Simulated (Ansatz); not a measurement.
Below is a relaxed structure of Al5Cu. The cell was found from a structure generator's guess, not taken from experiment.

Method: DFT PBE, scalar-relativistic, plane waves, PAW in Ansatz. Cutoff 420 eV, Γ-centred mesh, Gaussian smearing, no spin polarisation.

```
CELL_PARAMETERS angstrom
2.82855 0.00000 0.00000
0.00000 2.82855 0.00000
0.00000 0.00000 11.66236
ATOMIC_POSITIONS crystal
Al 0.00000 0.00000 0.82347
Al 0.50000 0.50000 0.00000
Al 0.00000 0.00000 0.17653
Al 0.50000 0.50000 0.35480
Al 0.50000 0.50000 0.64520
Cu 0.00000 0.00000 0.50000
```

Energies over the elements count from the elements' standard structures at the same level, with no fitted energy shifts.

Problem. What space group does it have?

Solution. P4/mmm (No. 123), with Al and Cu ordered on fcc sites. Conventional cell: a = 2.829 Å, c = 11.662 Å. Around Al on a site of symmetry 4mm lie 12 Al at 2.83–2.88 Å; Al on a site of symmetry 4/mmm is surrounded by 12 Al at 2.83–2.87 Å; around Al on a second site of symmetry 4mm lie 4 Cu at 2.62 Å, 8 Al at 2.83–2.88 Å and 1 Al at 3.39 Å; Cu has 8 Al at 2.62 Å and 4 Cu at 2.83 Å.

Problem. How far does it lie from the elements in energy?

Solution. −0.05 eV/atom. It lies below the elements, which doesn't yet make it stable against other compounds or structures.

Problem. Is it a metal?

Solution. Yes, bands cross the Fermi level on the 14×14×4 mesh.

The last run used a 14×14×4 mesh (in the run's order of axes) for its 6-atom cell and Gaussian smearing of 0.10 eV. Symmetry constrained the relaxation, so the result can be a saddle point.
